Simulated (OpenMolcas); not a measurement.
**C2H2Cl2 (SMILES Cl/C=C\Cl): CCSD(T)/STO-3G (Cholesky decomposition)**

Aim: the energy change on altering one bond length of C2H2Cl2 at CCSD(T)/STO-3G (Cholesky decomposition), from 2 runs. 

The calculation is run with OpenMolcas 26.06.

1 further run of the same task is left out (it didn't finish).

### Step 1. The structure to begin with

C2H2Cl2: 6 atoms, total charge 0, spin state singlet. As SMILES, `Cl/C=C\Cl`. The shape is that of a PBE0-D4/def2-TZVP optimisation.

Bond lengths: Cl1–C2 1.705 Å, C2–C3 1.324 Å, C3–Cl4 1.705 Å, C2–H5 1.082 Å, C3–H6 1.082 Å. Angles: Cl1–C2–C3 124.9°, C2–C3–Cl4 124.9°, Cl1–C2–H5 114.8°, C3–C2–H5 120.4°, C2–C3–H6 120.4°, Cl4–C3–H6 114.8°.

### Step 2. A single-point energy at CCSD(T)/STO-3G (Cholesky decomposition)

File job.input:

```
* C2H2Cl2 CCSD(T)
&GATEWAY
BasLib = $CurrDir
Coord
6
angstrom
Cl       0.715370      -1.874620      -0.448160
C        0.641760      -0.223420      -0.028920
C       -0.475600       0.475660       0.100770
Cl      -2.046720      -0.146510      -0.127570
H        1.602850       0.246110       0.133560
H       -0.437660       1.522780       0.370320
Basis = STO-3G
Group = NoSym
&SEWARD
High
&SCF
PrOrbitals = 0
&CHCC
Frozen = 12
&CHT3
Frozen = 12
```

The basis set STO-3G is read from a file made from the Basis Set Exchange's data (not shown).

Run with:

```
$ export MOLCAS_MEM=1860
$ pymolcas job.input > job.log
```

The program printed, shortened:

```text
--- Start Module: gateway ---
[...]
--- Stop Module: gateway /rc=_RC_ALL_IS_WELL_ ---
[...]
      Basis functions           30
[...]
       Convergence after   8 Iterations
[...]
::    Total SCF energy                               -985.0706930966
[...]
      Total spin, S                                     0.0000000000
[...]
      Total electronic charge=   48.000000
      Total            charge=   -0.000000
[...]
      Dipole Moment (debye):
      Origin of the operator (angstrom)=   -0.4522   -0.6864   -0.1955
                   X=  1.5070E+00               Y=  2.2878E+00               Z=  6.5170E-01           Total=  2.8160E+00
      Quadrupole Moment (debye*angstrom):
[...]
--- Start Module: chcc ---
[...]
--- Stop Module: chcc /rc=_RC_ALL_IS_WELL_ ---
[...]
--- Start Module: cht3 ---
[...]
--- Stop Module: cht3 /rc=_RC_ALL_IS_WELL_ ---
[...]
```

Run time: 6.3 s. Hardware: 1 thread of Intel Xeon Platinum 8259CL at 2.50GHz (Skylake/Cascade Lake), shared host; peak memory 0.089 GiB.

### Step 3. The distorted shape, same level

File job.inp:

```
>>> EXPORT MOLCAS_PRINT=2

&gateway
 baslib=$CurrDir
 coord
 6
 angstrom
 Cl       0.234808      -2.109393      -0.529403
 C        0.161198      -0.458193      -0.110163
 C       -0.956162       0.240887       0.019527
 Cl      -2.527282      -0.381283      -0.208813
 H        1.602850       0.246110       0.133560
 H       -0.918222       1.288007       0.289077
 basis=STO-3G
 group=NoSym

&seward
 high

&scf
 prorbitals=0

&chcc
 frozen=12

&cht3
 frozen=12
```

The basis set STO-3G is read from a file made from the Basis Set Exchange's data (not shown).

Run with:

```
$ export MOLCAS_MEM=1860
$ pymolcas job.inp > job.log
```

The program printed, shortened:

```text
--- Start Module: gateway ---
[...]
--- Stop Module: gateway /rc=_RC_ALL_IS_WELL_ ---
[...]
      Basis functions           30
[...]
       Convergence after  10 Iterations
[...]
::    Total SCF energy                               -984.9515185128
[...]
      Total spin, S                                     0.0000000000
[...]
      Total electronic charge=   48.000000
      Total            charge=   -0.000000
[...]
      Dipole Moment (debye):
      Origin of the operator (angstrom)=   -0.9277   -0.9188   -0.2759
                   X=  1.8061E+00               Y=  2.2065E+00               Z=  6.4406E-01           Total=  2.9233E+00
      Quadrupole Moment (debye*angstrom):
[...]
--- Start Module: chcc ---
[...]
--- Stop Module: chcc /rc=_RC_ALL_IS_WELL_ ---
[...]
--- Start Module: cht3 ---
[...]
--- Stop Module: cht3 /rc=_RC_ALL_IS_WELL_ ---
[...]
```

Wall time 6.3 s (1 thread of Intel Xeon Platinum 8259CL at 2.50GHz (Skylake/Cascade Lake), shared host); peak memory 0.091 GiB.

### Step 4. Outcome

Level: CCSD(T)/STO-3G (Cholesky decomposition), 12 core orbitals frozen.

| quantity | value |
| --- | --- |
| first shape: total energy | -985.24257 Eh |
| first shape: dipole moment (mean-field density) | 2.82 D |
| first shape: HOMO energy (Hartree–Fock orbitals) | -8.85 eV |
| first shape: LUMO energy (Hartree–Fock orbitals) | 6.90 eV |
| first shape: HOMO–LUMO gap (Hartree–Fock orbitals) | 15.76 eV |
| first shape: correlation energy (12 core orbitals frozen) | -171.9 mEh |
| first shape: (T) correction | -2.02 mEh |
| distorted shape: total energy | -985.15748 Eh |
| distorted shape: dipole moment (mean-field density) | 2.92 D |
| distorted shape: HOMO energy (Hartree–Fock orbitals) | -8.72 eV |
| distorted shape: LUMO energy (Hartree–Fock orbitals) | 6.49 eV |
| distorted shape: HOMO–LUMO gap (Hartree–Fock orbitals) | 15.21 eV |
| distorted shape: correlation energy (12 core orbitals frozen) | -206.0 mEh |
| distorted shape: (T) correction | -3.00 mEh |
| energy change with the C2–H5 bond stretched from 1.082 to 1.623 Å | 2.316 eV |

What this shows: With the C2–H5 bond stretched from 1.082 to 1.623 Å the energy rises by 2.32 eV (223 kJ/mol). The first shape isn't relaxed at this level, so the change isn't measured from a minimum. The minimal basis adds a large error of its own. Mulliken charges (first shape) of the mean-field density run from -0.09 on Cl1 to +0.11 on H5; they depend strongly on the basis. The triples (first shape) make up 1.2 % of the correlation energy. The triples (distorted shape) make up 1.5 % of the correlation energy.
